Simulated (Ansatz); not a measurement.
LiF: a vibration from a frozen displacement

The calculation used DFT PBE, scalar-relativistic, plane waves, PAW in Ansatz. Settings: plane waves to 420 eV, k-mesh 10×10×10 (Γ-centred), Gaussian smearing 0.05 eV. No spin polarisation. Energies are free energies at this smearing, counted from the undisturbed cell; pressure is positive in compression.

Zero of the scan (as given, not relaxed at this level; it stands at 2.1 GPa):

```xyz
2
Lattice="0.0000 2.0140 2.0140 2.0140 0.0000 2.0140 2.0140 2.0140 0.0000" Properties=species:S:1:pos:R:3 pbc="T T T"
Li    0.0000    0.0000    0.0000
F     2.0140    2.0140    2.0140
```

Every F atom is moved by x along the Cartesian unit vector (0.000, 0.000, -1.000); the cell and all other atoms stay fixed. The cell's volume is 16.34 Å³; the moved atoms weigh 18.998 u together and the others 6.940 u. Some rows repeat others by symmetry and weren't run.

```csv
x (Å),ΔE (meV/cell),total force on the moved atoms along the move (eV/Å),pressure (GPa)
-0.5000,499.44,3.4075,17.6248
-0.4375,321.58,2.3437,12.9312
-0.3750,200.17,1.5840,9.4258
-0.3125,119.00,1.0451,6.8288
-0.2500,66.17,0.6684,4.9449
-0.1875,33.02,0.4089,3.6253
-0.1250,13.38,0.2304,2.7634
-0.0625,3.15,0.1029,2.2771
0.0000,0.00,0.0000,2.1205
0.0625,3.15,-0.1029,2.2771
0.1250,13.38,-0.2304,2.7634
0.1875,33.02,-0.4089,3.6253
0.2500,66.17,-0.6684,4.9449
0.3125,119.00,-1.0451,6.8288
0.3750,200.17,-1.5840,9.4258
0.4375,321.58,-2.3437,12.9312
0.5000,499.44,-3.4075,17.6248
```

What frequency belongs to this motion?

The force constant is k = −dF/dx = 1.646 eV/Å², from the parabola through x = -0.0625, 0 and 0.0625. In every cell the moved atoms swing against the rest, so the mass is μ = m₁m₂/(m₁ + m₂) = 5.083 u, and ν̃ = 521.5 cm⁻¹ × √(|k|/μ) = 297 cm⁻¹, at this cell's pressure of 2.1 GPa. To first order in x, and within 1 %, the force on every atom lies along the move and, within each of the two groups, in proportion to the atom's mass, so this is itself a mode at the zone centre of this cell, taken without macroscopic field (the transverse frequency in a polar insulator).

How far does the harmonic law reach?

At x = -0.500 Å, kx²/2 = 205.80 meV against the computed 499.44 meV (+142.7 %): the well stiffens in this direction at large amplitude.

The pressure changes with x². What does that say about the frequency under compression?

With E = k(V)x²/2, k ∝ V^(−2γ) and x scaling with the cell as V^(1/3), P − P0 = −∂E/∂V = (2γ − 2/3) ΔE/V. At x = 0.1250 Å, V(P − P0) = 16.34 × 0.64293 / 160.2 eV = 65.56 meV and ΔE = 13.38 meV, so γ = 1/3 + V(P − P0)/(2ΔE) = 2.78. This is the Grüneisen parameter of the motion under uniform scaling of the cell: shrinking the cell evenly by 1 % in volume raises the frequency by about 2.78 %.